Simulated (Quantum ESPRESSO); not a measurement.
The system is WS2 (Tungstenite).

```xyz
6
Lattice="3.1800 0.0000 0.0000 -1.5900 2.7540 0.0000 0.0000 0.0000 12.5000" Properties=species:S:1:pos:R:3 pbc="T T T"
W     1.5900    0.9180    9.3750
W     0.0000    1.8360    3.1250
S     1.5900    0.9180    4.6875
S     0.0000    1.8360   10.9375
S     1.5900    0.9180    1.5625
S     0.0000    1.8360    7.8125
```

```yaml
Program: Quantum ESPRESSO 7.5
Task: single point
Functional: PBE
Potentials_or_basis: SSSP 1.3 efficiency PBE
Cutoff: 748 eV
Density_cutoff: 5987 eV
k_mesh: 10 × 10 × 3
Occupations: fermi-dirac, width 0.05 eV
Spin: no spin polarisation
```

On this cell: pressure 2.5 GPa; largest force 0.160 eV/Å; band gap on the k mesh 1.12 eV, indirect (least direct gap 2.08 eV).

The same run follows on a disturbed copy (atoms moved at random, drawn with an rms of 0.05 Å):

```
CELL_PARAMETERS angstrom
3.18000 0.00000 0.00000
-1.59000 2.75396 0.00000
0.00000 0.00000 12.50000
ATOMIC_POSITIONS crystal
W 0.67041 0.33213 0.74851
W 0.35153 0.67611 0.24816
S 0.65055 0.32885 0.37056
S 0.33238 0.66576 0.86980
S 0.68359 0.34050 0.12215
S 0.35274 0.67578 0.62642
```

Q: What does the disturbed cell give?

A: The energy moves by +20.8 meV/atom; pressure 5.4 GPa; largest force 1.370 eV/Å; band gap on the k mesh 1.11 eV, indirect (least direct gap 1.90 eV).

Forces on the atoms (eV/Å):
```
W    0.191  0.335 -0.158
W   -0.965 -0.467 -0.854
S    0.924  0.383  0.874
S    0.170 -0.013  1.139
S    0.040  0.082 -0.008
S   -0.360 -0.319 -0.994
```

Stress tensor (GPa, compression positive):
```
 3.33 -0.69  3.07
-0.69  4.27  1.31
 3.07  1.31  8.73
```

Caveats: spin-orbit coupling is left out, which moves the levels of the heavy elements; an odd mesh through Γ misses points on the zone boundary, where band edges often lie; this functional lacks dispersion, which binds the layers, so the pressure and a relaxed spacing across them are unreliable (some runs).
